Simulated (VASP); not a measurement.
Set up this calculation in VASP 6.6.1, as the native input.

```yaml
Task: band structure
Functional: LDA
Potentials_or_basis: VASP PAW LDA potentials, release 64 (Ga_d, N)
Cutoff: 520 eV
k_mesh: 12 × 12 × 5
Occupations: gaussian, width 0.03 eV
Spin: no spin polarisation
Further_INCAR_settings: ALGO = Normal; EDIFF = 1e-06
```

The structure of GaN lies in POSCAR:

```
GaN                                     
1.0
    3.1802324013      0.0000000000      0.0000000000
   -1.5901162006      2.7541620494      0.0000000000
   -0.0000000000      0.0000000000      5.1832207758
  Ga              N             
     2     2
Direct
     0.3333333332999970    0.6666666667000030    0.9992402581362281
     0.6666666667000030    0.3333333332999970    0.4992402581362280
     0.3333333332999970    0.6666666667000030    0.3757597418637720
     0.6666666667000030    0.3333333332999970    0.8757597418637719
```

These files were run (other wordings do the same):

INCAR

```
SYSTEM = GaN
PREC = Accurate ; ENCUT = 520
EDIFF = 1E-6 ; ISMEAR = 0
SIGMA = 0.03 ; LREAL = .FALSE.
LASPH = .TRUE. ; NELM = 80
ALGO = Normal ; ISIF = 2
LWAVE = .FALSE. ; LCHARG = .FALSE.
GGA = CA ; KPAR = 2
```

KPOINTS

```
regular mesh
0
G
  12 12 5
  0 0 0
```

KPOINTS_OPT

```
explicit points
258
Reciprocal
 0.0000000000  0.0000000000  0.0000000000 1
 0.0263157895  0.0000000000  0.0000000000 1
 0.0526315789  0.0000000000  0.0000000000 1
 0.0789473684  0.0000000000  0.0000000000 1
 0.1052631579  0.0000000000  0.0000000000 1
 0.1315789474  0.0000000000  0.0000000000 1
[... 250 lines left out ...]
 0.5000000000  0.0000000000  0.0287768100 1
 0.5000000000  0.0000000000 -0.0287768100 1
```

Potentials or basis: VASP PAW LDA potentials, release 64 (Ga_d, N).

The run is started by

```console
$ cat potpaw_LDA.64/Ga_d/POTCAR potpaw_LDA.64/N/POTCAR > POTCAR
$ mpirun -np 2 vasp_std > vasp.out
```

Results of the run:

| Quantity | Value |
| --- | --- |
| Pressure | -4.1 GPa |
| Band gap on the k mesh | 1.97 eV, direct |
| Band gap along the path | 1.97 eV, direct |

Run time: 55 s on 2 MPI ranks on Intel(R) Xeon(R) Platinum 8488C (Sapphire Rapids), on a shared host, peak memory 0.2 GiB a rank.
